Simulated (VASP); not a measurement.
# MnO (F-43m) in VASP: single point with PBE

Aim: the single point of MnO with PBE.

Everything below comes from runs of VASP 6.6.1. Logs are shortened: lines on timing, memory, paths and dates and some standing lists are left out, and cuts for length are marked.

### 1 The structure

Symmetry: F-43m, No. 216, cubic system. The conventional cell has a = 4.801 Å, b = 4.801 Å, c = 4.801 Å, α = 90.00°, β = 90.00°, γ = 90.00°. Mn (site symmetry -43m) has 4 O at 2.08 Å as nearest neighbours. O (site symmetry -43m) is surrounded by 4 Mn at 2.08 Å.

The cell was built by a generator and needn't be a form met in nature.

### 2 Single point, PBE, collinear spin, typed start

File INCAR:

```
ALGO = Normal ; EDIFF = 1E-6
ENCUT = 520 ; GGA = PE
ISIF = 2 ; ISMEAR = 0
ISPIN = 2 ; LASPH = T
LCHARG = F ; LMAXMIX = 4
LORBIT = 11 ; LREAL = F
LWAVE = F ; MAGMOM = 4.38 0.24
NBANDS = 20 ; NELM = 150
PREC = Accurate ; SIGMA = 0.1
```

File KPOINTS:

```
k-points
0
Gamma
  20 20 20
```

File POSCAR:

```
MnO
1.0
    0.0000000000      2.4003924349      2.4003924349
    2.4003924349      0.0000000000      2.4003924349
    2.4003924349      2.4003924349      0.0000000000
Mn O
1 1
Direct
    0.7500000000      0.7500000000      0.7500000000
    0.5000000000      0.5000000000      0.5000000000
```

Potentials or basis: VASP PAW PBE potentials, release 64 (Mn_pv, O).

Launch:

```
$ cat potpaw_PBE.64/Mn_pv/POTCAR potpaw_PBE.64/O/POTCAR > POTCAR
$ mpirun -np 1 vasp_std > vasp.out
```

OUTCAR:

```text
EDIFF = 1E-6
   ENCUT = 520
   GGA = PE
   ISIF = 2
   ISMEAR = 0
   ISPIN = 2
   LASPH = T
   LORBIT = 11
   LREAL = F
   NELM = 150
   PREC = Accurate

 ion  position               nearest neighbor table
   1  0.750  0.750  0.750-   2 2.08   2 2.08   2 2.08   2 2.08
   2  0.500  0.500  0.500-   1 2.08   1 2.08   1 2.08   1 2.08

  LATTYP: Found a face centered cubic cell.
 ALAT       =     4.8007848698

  Lattice vectors:

 A1 = (   0.0000000000,   2.4003924349,   2.4003924349)
 A2 = (   2.4003924349,   0.0000000000,   2.4003924349)
 A3 = (   2.4003924349,   2.4003924349,   0.0000000000)

Analysis of symmetry for initial positions (statically):
=====================================================================
 Subroutine PRICEL returns:
 Original cell was already a primitive cell.

 Routine SETGRP: Setting up the symmetry group for a
 face centered cubic supercell.

 Subroutine GETGRP returns: Found 24 space group operations
 (whereof 24 operations were pure point group operations)
 out of a pool of 48 trial point group operations.

The static configuration has the point symmetry T_d .

Analysis of symmetry for dynamics (positions and initial velocities):
=====================================================================
 Subroutine PRICEL returns:
 Original cell was already a primitive cell.

 Routine SETGRP: Setting up the symmetry group for a
 face centered cubic supercell.

 Subroutine GETGRP returns: Found 24 space group operations
 (whereof 24 operations were pure point group operations)
 out of a pool of 48 trial point group operations.

The dynamic configuration has the point symmetry T_d .

Analysis of structural, dynamic, and magnetic symmetry:
=====================================================================
 Subroutine PRICEL returns:
 Original cell was already a primitive cell.

 Routine SETGRP: Setting up the symmetry group for a
 face centered cubic supercell.

 Subroutine GETGRP returns: Found 24 space group operations
 (whereof 24 operations were pure point group operations)
 out of a pool of 48 trial point group operations.

The overall configuration has the point symmetry T_d .

 Subroutine INISYM returns: Found 24 space group operations
 (whereof 24 operations are pure point group operations),
 and found     1 'primitive' translations

----------------------------------------------------------------------------------------

                                     Primitive cell

  volume of cell :      27.6616

  direct lattice vectors                    reciprocal lattice vectors
     0.000000000  2.400392435  2.400392435    -0.208299273  0.208299273  0.208299273
     2.400392435  0.000000000  2.400392435     0.208299273 -0.208299273  0.208299273
     2.400392435  2.400392435  0.000000000     0.208299273  0.208299273 -0.208299273

  length of vectors
     3.394667536  3.394667536  3.394667536     0.360784925  0.360784925  0.360784925

  position of ions in fractional coordinates (direct lattice)
     0.750000000  0.750000000  0.750000000
     0.500000000  0.500000000  0.500000000

  ion indices of the primitive-cell ions
   primitive index   ion index
                 1           1
                 2           2

----------------------------------------------------------------------------------------

 KPOINTS: k-points

Automatic generation of k-mesh.
 Grid dimensions read from file:
 generate k-points for:   20   20   20

 Generating k-lattice:

  Cartesian coordinates                     Fractional coordinates (reciprocal lattice)
    -0.010414964  0.010414964  0.010414964     0.050000000  0.000000000  0.000000000
     0.010414964 -0.010414964  0.010414964     0.000000000  0.050000000  0.000000000
     0.010414964  0.010414964 -0.010414964     0.000000000  0.000000000  0.050000000

  Length of vectors
     0.018039246  0.018039246  0.018039246

  Shift w.r.t. Gamma in fractional coordinates (k-lattice)
     0.000000000  0.000000000  0.000000000

 Subroutine IBZKPT returns following result:
 ===========================================

 Found    256 irreducible k-points:

 Following reciprocal coordinates:
            Coordinates               Weight
  0.000000  0.000000  0.000000      1.000000
  0.050000  0.000000  0.000000      8.000000
  0.100000  0.000000  0.000000      8.000000
  0.150000  0.000000  0.000000      8.000000
  0.200000  0.000000  0.000000      8.000000
  0.250000  0.000000  0.000000      8.000000
[... 16 lines left out ...]
 -0.400000  0.050000  0.000000     24.000000
 -0.350000  0.050000  0.000000     24.000000
 [... further k-points ...]
   k-points           NKPTS =    256   k-points in BZ     NKDIM =    256   number of bands    NBANDS=     20
   number of dos      NEDOS =    301   number of ions     NIONS =      2
   total plane-waves  NPLWV =  21952
   dimension x,y,z NGX =    28 NGY =   28 NGZ =   28
   dimension x,y,z NGXF=    56 NGYF=   56 NGZF=   56
   ions per type =               1   1
   NGX,Y,Z   is equivalent  to a cutoff of  13.71, 13.71, 13.71 a.u.
   NGXF,Y,Z  is equivalent  to a cutoff of  27.42, 27.42, 27.42 a.u.
 SYSTEM =  unknown system
   PREC   = accura    normal or accurate (medium, high low for compatibility)
   ISTART =      0    job   : 0-new  1-cont  2-samecut
   ICHARG =      2    charge: 1-file 2-atom 10-const
   ISPIN  =      2    spin polarized calculation?
   LNONCOLLINEAR =      F non collinear calculations
   LSORBIT =      F    spin-orbit coupling
   LASPH  =      T    aspherical Exc in radial PAW
   ENCUT  =  520.0 eV  38.22 Ry    6.18 a.u.   6.31  6.31  6.31*2*pi/ulx,y,z
   NELM   =    150;   NELMIN=  2; NELMDL= -5     # of ELM steps
   EDIFF  = 0.1E-05   stopping-criterion for ELM
   LREAL  =      F    real-space projection
   EDIFFG = 0.1E-04   stopping-criterion for IOM
   NSW    =      0    number of steps for IOM
   IBRION =     -1    ionic relax: 0-MD 1-quasi-New 2-CG
   NFREE  =      0    steps in history (QN), initial steepest desc. (CG)
   ISIF   =      2    stress and relaxation
   ISYM   =      2    0-nonsym 1-usesym 2-fastsym
   POTIM  = 0.5000    time-step for ionic-motion
   TEBEG  =    0.0;   TEEND  =   0.0 temperature during run
   PSTRESS=    0.0 pullay stress
   NELECT =      19.0000    total number of electrons
   NUPDOWN=      -1.0000    fix difference up-down
   EMIN   =  10.00;   EMAX   =-10.00  energy-range for DOS
   EFERMI =   0.00;   METHOD = LEGACY
   ISMEAR =     0;   SIGMA  =   0.10  broadening in eV -4-tet -1-fermi 0-gaus
   EFERMI_NEDOS =   21; number of points for ismear=-14 and -15
   IALGO  =     38    algorithm
   IMIX   =      4    mixing-type and parameters
     AMIX     =   0.40;   BMIX     =  1.00
     AMIX_MAG =   1.60;   BMIX_MAG =  1.00
  volume/ion in A,a.u.               =      13.83        93.33
  Fermi-wavevector in a.u.,A,eV,Ry     =   1.444443  2.729602 28.387413  2.086416
  Thomas-Fermi vector in A             =   2.562737
   LORBIT       =     11    0 simple, 1 ext, 2 COOP (PROOUT), +10 PAW based schemes
   GGA     = PE    functional components
   LHFCALC =     F    Hartree Fock is set to
   AEXX    =    0.0000 exact exchange contribution
   IVDW    =     0    specifies the selected vdW correction
   LEPSILON=     F    determine dielectric tensor
   LRPA    =     F    only Hartree local field effects (RPA)
 spin polarized calculation
 Gauss-broadening in eV      SIGMA  =   0.10
  energy-cutoff  :      520.00
  volume of cell :       27.66
 maximum number of plane-waves:       758
 NGX is ok and might be reduce to    28
   NGX = 13   NGY = 13   NGZ = 13

 number of electron      19.0000006 magnetization       4.9988774

 Free energy of the ion-electron system (eV)
  ---------------------------------------------------
  ext. energy  EPLUGINS =         0.00000000
  ---------------------------------------------------
  free energy    TOTEN  =       -16.41426143 eV

  energy without entropy =      -16.41326332  energy(sigma->0) =      -16.41376238

 E-fermi :   5.3268     XC(G=0): -10.3706

 val. band max:        5.3206361582   @ k =   0.0500   0.0000   0.0000
 cond. band min:       5.3342067253   @ k =   0.0000   0.0000   0.0000
 fundamental gap:      0.0135705671
 Fermi energy:         5.3268454899

 spin component 1

 k-point     1 :       0.0000    0.0000    0.0000
  band No.  band energies     occupation
      1     -45.1742      1.00000
      2     -45.1741      1.00000
      3     -45.1741      1.00000
      4     -14.2593      1.00000
      5      -0.6392      1.00000
      6      -0.6392      1.00000
[... 12 lines left out ...]
     19      22.2744      0.00000
     20      22.3610      0.00000
[... 507 lines left out ...]
 k-point    24 :      -0.3500    0.0500    0.0000
  band No.  band energies     occupation
      1     -45.1967      1.00000
      2     -45.1783      1.00000
      3     -45.1775      1.00000
      4     -13.8870      1.00000
      5      -1.3515      1.00000
      6      -0.3792      1.00000
[... 12 lines left out ...]
     19      22.9484      0.00000
     20      27.9094      0.00000

 [... further k-points ...]

 spin component 2

 k-point     1 :       0.0000    0.0000    0.0000
  band No.  band energies     occupation
      1     -40.4259      1.00000
      2     -40.4259      1.00000
      3     -40.4259      1.00000
      4     -13.8234      1.00000
      5       0.6779      1.00000
      6       0.6779      1.00000
[... 12 lines left out ...]
     19      23.9320      0.00000
     20      23.9320      0.00000
[... 507 lines left out ...]
 k-point    24 :      -0.3500    0.0500    0.0000
  band No.  band energies     occupation
      1     -40.4565      1.00000
      2     -40.4314      1.00000
      3     -40.4303      1.00000
      4     -13.4614      1.00000
      5      -0.4916      1.00000
      6       0.8010      1.00000
[... 12 lines left out ...]
     19      24.3672      0.00000
     20      29.1861      0.00000

 [... further k-points ...]

------------------------ aborting loop because EDIFF is reached ----------------------------------------

  FORCE on cell =-STRESS in cart. coord.  units (eV):
  Direction    XX          YY          ZZ          XY          YZ          ZX
  --------------------------------------------------------------------------------------
  -------------------------------------------------------------------------------------
  Total        0.0558673      0.0558673      0.0558673      0.0000000      0.0000000      0.0000000
  in kB        3.2358719      3.2358719      3.2358719      0.0000000      0.0000000      0.0000000
  external PRESSURE =       3.2358719 kB  Pullay stress =       0.0000000 kB

 VOLUME and BASIS-vectors are now :
 -----------------------------------------------------------------------------
  energy-cutoff  :      520.00
  volume of cell :       27.66
      direct lattice vectors                 reciprocal lattice vectors
     0.000000000  2.400392435  2.400392435    -0.208299273  0.208299273  0.208299273
     2.400392435  0.000000000  2.400392435     0.208299273 -0.208299273  0.208299273
     2.400392435  2.400392435  0.000000000     0.208299273  0.208299273 -0.208299273

 POSITION                                       TOTAL-FORCE (eV/Angst)
 -----------------------------------------------------------------------------------
      3.60059      3.60059      3.60059         0.000000      0.000000      0.000000
      2.40039      2.40039      2.40039        -0.000000     -0.000000     -0.000000
 -----------------------------------------------------------------------------------
    total drift:                                0.000000      0.000000      0.000000

  FREE ENERGIE OF THE ION-ELECTRON SYSTEM (eV)
  ---------------------------------------------------
  free  energy   TOTEN  =       -16.4142614302 eV

  energy  without entropy=      -16.4132633243  energy(sigma->0) =      -16.41376238

 total charge

# of ion       s       p       d       tot
------------------------------------------
    1        0.231   6.211   4.934  11.375
    2        1.554   3.441   0.000   4.995
--------------------------------------------------
tot          1.786   9.651   4.934  16.370

 magnetization (x)

# of ion       s       p       d       tot
------------------------------------------
    1        0.036   0.058   4.332   4.426
    2        0.019   0.173   0.000   0.193
--------------------------------------------------
tot          0.056   0.231   4.332   4.619
```

Run time: 2.7 min. Hardware: 1 thread of Intel Xeon Platinum 8488C (Sapphire Rapids), shared host; peak memory 0.33 GiB.

What came out:

```yaml
Free_energy: -16.4143 eV
Pressure: 0.3 GPa
Band_gap_on_the_k_mesh: none (metal or under the smearing width)
Net_moment: 5.00 μB per cell
Site_moments: Mn +4.43; O +0.19 μB
Valence_electrons_inside_the_program's_atomic_spheres: Mn 11.38; O 5.00
```

Caveat: a cell with one magnetic atom can't hold antiferromagnetic order, which such compounds often take; semilocal functionals often make such compounds metallic where correlation or magnetic order opens a gap, which also shifts bond lengths.
